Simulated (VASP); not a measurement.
Input of a VASP 6.6.1 run:

File INCAR:

```
PREC = Accurate
ENCUT = 520
EDIFF = 1E-7
ISMEAR = -1
SIGMA = 0.05
LREAL = F
LASPH = T
NELM = 100
ALGO = Normal
ISIF = 2
LWAVE = F
LCHARG = F
GGA = PE
NBANDS = 11
```

KPOINTS

```
regular mesh
0
Gamma
  9 9 9
```

File POSCAR:

```
NaH
1.0
    0.0000000000      2.4400000000      2.4400000000
    2.4400000000      0.0000000000      2.4400000000
    2.4400000000      2.4400000000      0.0000000000
Na H
1 1
Direct
    0.0000000000      0.0000000000      0.0000000000
    0.5000000000      0.5000000000      0.5000000000
```

Potentials or basis: VASP PAW PBE potentials, release 64 (Na_pv, H).

Run with:

```console
$ cat potpaw_PBE.64/Na_pv/POTCAR potpaw_PBE.64/H/POTCAR > POTCAR
$ mpirun -np 1 vasp_std > vasp.out
```

Question: Predict the pressure.

Answer: -0.7 GPa.

Question: Predict the band gap on the k mesh.

Answer: 4.01 eV, indirect (least direct gap 4.70 eV).

Caveat: an odd mesh through Γ misses points on the zone boundary, where band edges often lie.
